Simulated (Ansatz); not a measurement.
# TaN: the cost of one run

Program: Ansatz 0.2.0. Level of theory: DFT PBE, scalar-relativistic, plane waves, PAW. These are calculated values, not measurements.

## Step 1: The starting structure

It takes space group Cm (No. 8, monoclinic). Conventional cell: a = 11.204 Å, b = 3.050 Å, c = 31.258 Å, α = 90.00°, β = 90.00°, γ = 90.00°. Around N (site symmetry m) lie 2 Ta at 1.85 Å. Ta (site symmetry m) is surrounded by 4 N at 1.85 to 1.90 Å. Ta (site symmetry m) has 3 N at 1.85 to 1.90 Å as nearest neighbours. N (site symmetry m) is surrounded by 4 Ta at 1.85 to 1.90 Å. Only part of the 20 independent sites is listed.

Coordinates:

```xyz
20
Lattice="3.0500 0.0000 0.0000 -1.5250 5.6018 0.0000 0.0000 0.0000 31.2583" Properties=species:S:1:pos:R:3 pbc="T T T"
N     0.0000    4.3398   10.0000
Ta    1.5250    4.2540   11.0443
Ta    0.0000    1.6606   11.4325
N     1.5250    2.5768   11.9411
N     1.5250    5.5852   12.3293
Ta    0.0000    5.4994   13.3736
Ta    1.5250    2.9061   13.7618
N     0.0000    3.8222   14.2704
N     1.5250    1.2289   14.6586
Ta    0.0000    1.1431   15.7029
Ta    0.0000    4.1515   16.0912
N     1.5250    5.0677   16.5997
N     0.0000    2.4743   16.9879
Ta    1.5250    2.3885   18.0322
Ta    1.5250    5.3970   18.4205
N     1.5250    0.7113   18.9290
N     1.5250    3.7198   19.3173
Ta    0.0000    3.6340   20.3616
Ta    1.5250    1.0407   20.7498
N     0.0000    1.9568   21.2583
```

Slab cut from the bulk at the bulk's listed lattice constants, lower half held.

## Step 2: Relaxing the atoms

input.yaml

```yaml
crystal:
  lattice:
    - [3.05000109, 0.0, 0.0]
    - [-1.52500055, 5.60182827, 0.0]
    - [0.0, 0.0, 31.2583446934]
  atoms:
    - { symbol: "N", position: [0.38735419, 0.77470837, 0.3199145732] }
    - { symbol: Ta, position: [0.87969358, 0.75938715, 0.3533235312] }
    - { symbol: Ta, position: [0.14822123, 0.29644246, 0.3657432142] }
    - { symbol: "N", position: [0.72999246, 0.45998491, 0.3820129975] }
    - { symbol: "N", position: [0.99852011, 0.99704022, 0.3944326805] }
    - { symbol: Ta, position: [0.4908595, 0.981719, 0.4278416385] }
    - { symbol: Ta, position: [0.75938715, 0.5187743, 0.4402613215] }
    - { symbol: "N", position: [0.34115838, 0.68231676, 0.4565311048] }
    - { symbol: "N", position: [0.60968603, 0.21937206, 0.4689507878] }
    - { symbol: Ta, position: [0.10202542, 0.20405084, 0.5023597365] }
    - { symbol: Ta, position: [0.37055307, 0.74110615, 0.5147794288] }
    - { symbol: "N", position: [0.9523243, 0.9046486, 0.5310492122] }
    - { symbol: "N", position: [0.22085195, 0.44170391, 0.5434688952] }
    - { symbol: Ta, position: [0.71319134, 0.42638268, 0.5768778438] }
    - { symbol: Ta, position: [0.981719, 0.96343799, 0.5892975268] }
    - { symbol: "N", position: [0.56349022, 0.12698044, 0.6055673195] }
    - { symbol: "N", position: [0.83201788, 0.66403575, 0.6179870025] }
    - { symbol: Ta, position: [0.32435726, 0.64871453, 0.6513959512] }
    - { symbol: Ta, position: [0.59288492, 0.18576984, 0.6638156342] }
    - { symbol: "N", position: [0.17465614, 0.34931229, 0.6800854268] }
basis:
  ecutwfc: 420.0
  fft_grid_basis: typed
kpoints:
  mp_grid: { grid: [9, 5, 1] }
hamiltonian:
  xc: pbe
  pseudopotentials: { kind: paw }
scf:
  occupations: { method: gaussian, width: 0.05 }
output:
  forces: true
  eigenvalues: true
efield:
  axis: 3
  dipole_correction: true
  ramp_width: 0.04
relax:
  adjacent_minimum: "off"
  f_tol: 0.04
  max_steps: 40
  constraints: [{ sites: [0, 1, 2, 3, 4, 5, 6, 7, 8] }]
```

Launch:

```
> ansatz run input.yaml --threads 2 --pin off --max-ram 4423MiB --backend cpu --events-out ev --progress --plain --runs-dir out
```

What time and memory should one allow on 2 threads of Intel Xeon 6975P-C (Granite Rapids), shared host?

About 17 min, with a peak of 1.7 GiB.
